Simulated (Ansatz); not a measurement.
# SnO2: the cost of one run

Computed with Ansatz 0.2.0 (DFT PBE, scalar-relativistic, plane waves, PAW, unless a step's input says otherwise).

## (1) The starting structure

It takes space group P4_2/mnm (No. 136, tetragonal). The conventional cell has a = 4.738 Å, b = 4.738 Å, c = 3.186 Å, α = 90.00°, β = 90.00°, γ = 90.00°. Around Sn (site symmetry mmm) lie 6 O at 2.05 to 2.06 Å. O (site symmetry m2m) has 3 Sn at 2.05 to 2.06 Å as nearest neighbours.

Coordinates:

```xyz
48
Lattice="-4.7380 -4.7380 3.1865 -4.7380 4.7380 3.1865 -9.4760 0.0000 -6.3730" Properties=species:S:1:pos:R:3 pbc="T T T"
Sn    0.0000    0.0000    0.0000
Sn   -9.4760    0.0000   -3.1865
Sn   -4.7380    0.0000    3.1865
Sn   -9.4760    0.0000    0.0000
Sn   -9.4760    0.0000    3.1865
Sn  -14.2140    0.0000    0.0000
Sn   -4.7380    0.0000   -3.1865
Sn   -4.7380    0.0000    0.0000
Sn  -11.8450   -2.3690   -1.5932
Sn   -7.1070    2.3690   -1.5932
Sn  -11.8450    2.3690   -1.5932
Sn   -7.1070    2.3690    1.5933
Sn   -2.3690   -2.3690    1.5933
Sn   -7.1070   -2.3690   -1.5932
Sn   -7.1070   -2.3690    1.5933
Sn   -2.3690    2.3690    1.5933
O   -12.7590   -3.2830   -3.1865
O    -8.0210    1.4550   -3.1865
O   -12.7590    1.4550   -3.1865
O    -8.0210    1.4550    0.0000
O    -8.0210    1.4550    3.1865
O   -12.7590    1.4550    0.0000
O    -8.0210   -3.2830    0.0000
O    -3.2830    1.4550    0.0000
O   -13.3000   -0.9140   -1.5932
O   -13.3000   -0.9140    1.5933
O   -13.3000    3.8240   -1.5932
O    -8.5620    3.8240    1.5933
O    -3.8240   -0.9140    1.5933
O    -8.5620   -0.9140   -1.5932
O    -8.5620   -0.9140    1.5933
O    -8.5620   -0.9140    4.7797
O   -10.9310   -1.4550   -3.1865
O   -10.9310   -1.4550    0.0000
O   -15.6690   -1.4550    0.0000
O   -10.9310   -1.4550    3.1865
O    -6.1930    3.2830    3.1865
O   -10.9310    3.2830    0.0000
O    -6.1930   -1.4550    0.0000
O    -6.1930   -1.4550    3.1865
O   -10.3900   -3.8240   -1.5932
O    -5.6520    0.9140   -1.5932
O   -10.3900    0.9140   -1.5932
O    -5.6520    0.9140    1.5933
O   -15.1280    0.9140   -1.5932
O   -10.3900    0.9140    1.5933
O    -5.6520   -3.8240    1.5933
O   -10.3900    0.9140   -4.7797
```

The runs take a perfect supercell of 48 atoms; the defect goes to fractional position (0.770, 0.077, 0.923).

## (2) The perfect supercell

The input, input.yaml:

```yaml
crystal:
  lattice:
    - [-4.738, -4.738, 3.1865]
    - [-4.738, 4.738, 3.1865]
    - [-9.476, 0.0, -6.373]
  atoms:
    - { symbol: Sn, position: [0.0, 0.0, 0.0] }
    - { symbol: Sn, position: [0.25, 0.25, 0.75] }
    - { symbol: Sn, position: [0.5, 0.5, 0.0] }
    - { symbol: Sn, position: [0.5, 0.5, 0.5] }
    - { symbol: Sn, position: [0.75, 0.75, 0.25] }
    - { symbol: Sn, position: [0.75, 0.75, 0.75] }
    - { symbol: Sn, position: [0.0, 0.0, 0.5] }
    - { symbol: Sn, position: [0.25, 0.25, 0.25] }
    - { symbol: Sn, position: [0.75, 0.25, 0.75] }
    - { symbol: Sn, position: [0.0, 0.5, 0.5] }
    - { symbol: Sn, position: [0.25, 0.75, 0.75] }
    - { symbol: Sn, position: [0.25, 0.75, 0.25] }
    - { symbol: Sn, position: [0.5, 0.0, 0.0] }
    - { symbol: Sn, position: [0.5, 0.0, 0.5] }
    - { symbol: Sn, position: [0.75, 0.25, 0.25] }
    - { symbol: Sn, position: [0.0, 0.5, 0.0] }
    - { symbol: O, position: [0.769675, 0.076775, 0.923225] }
    - { symbol: O, position: [0.019675, 0.326775, 0.673225] }
    - { symbol: O, position: [0.269675, 0.576775, 0.923225] }
    - { symbol: O, position: [0.269675, 0.576775, 0.423225] }
    - { symbol: O, position: [0.519675, 0.826775, 0.173225] }
    - { symbol: O, position: [0.519675, 0.826775, 0.673225] }
    - { symbol: O, position: [0.769675, 0.076775, 0.423225] }
    - { symbol: O, position: [0.019675, 0.326775, 0.173225] }
    - { symbol: O, position: [0.673225, 0.480325, 0.826775] }
    - { symbol: O, position: [0.923225, 0.730325, 0.576775] }
    - { symbol: O, position: [0.173225, 0.980325, 0.826775] }
    - { symbol: O, position: [0.173225, 0.980325, 0.326775] }
    - { symbol: O, position: [0.423225, 0.230325, 0.076775] }
    - { symbol: O, position: [0.423225, 0.230325, 0.576775] }
    - { symbol: O, position: [0.673225, 0.480325, 0.326775] }
    - { symbol: O, position: [0.923225, 0.730325, 0.076775] }
    - { symbol: O, position: [0.480325, 0.173225, 0.826775] }
    - { symbol: O, position: [0.730325, 0.423225, 0.576775] }
    - { symbol: O, position: [0.980325, 0.673225, 0.826775] }
    - { symbol: O, position: [0.980325, 0.673225, 0.326775] }
    - { symbol: O, position: [0.230325, 0.923225, 0.076775] }
    - { symbol: O, position: [0.230325, 0.923225, 0.576775] }
    - { symbol: O, position: [0.480325, 0.173225, 0.326775] }
    - { symbol: O, position: [0.730325, 0.423225, 0.076775] }
    - { symbol: O, position: [0.826775, 0.019675, 0.673225] }
    - { symbol: O, position: [0.076775, 0.269675, 0.423225] }
    - { symbol: O, position: [0.326775, 0.519675, 0.673225] }
    - { symbol: O, position: [0.326775, 0.519675, 0.173225] }
    - { symbol: O, position: [0.576775, 0.769675, 0.923225] }
    - { symbol: O, position: [0.576775, 0.769675, 0.423225] }
    - { symbol: O, position: [0.826775, 0.019675, 0.173225] }
    - { symbol: O, position: [0.076775, 0.269675, 0.923225] }
basis:
  ecutwfc: 420
  fft_grid_basis: typed
kpoints:
  mp_grid: { grid: [2, 2, 1] }
hamiltonian:
  xc: pbe
  pseudopotentials: { kind: paw }
scf:
  occupations: { method: gaussian, width: 0.05 }
output:
  forces: true
  stress: false
  eigenvalues: true
  bader: false
  write_density: true
  volumetric_format: npy
```

The run is started by

```console
> ansatz run input.yaml --threads 4 --pin off --max-ram 10240MiB --backend cpu --events-out ev --progress --plain --runs-dir out
```

Q: Estimate wall time and peak memory on 4 threads of Arm Neoverse V1, shared host.

About 8.6 s, with a peak of 2.2 GiB.
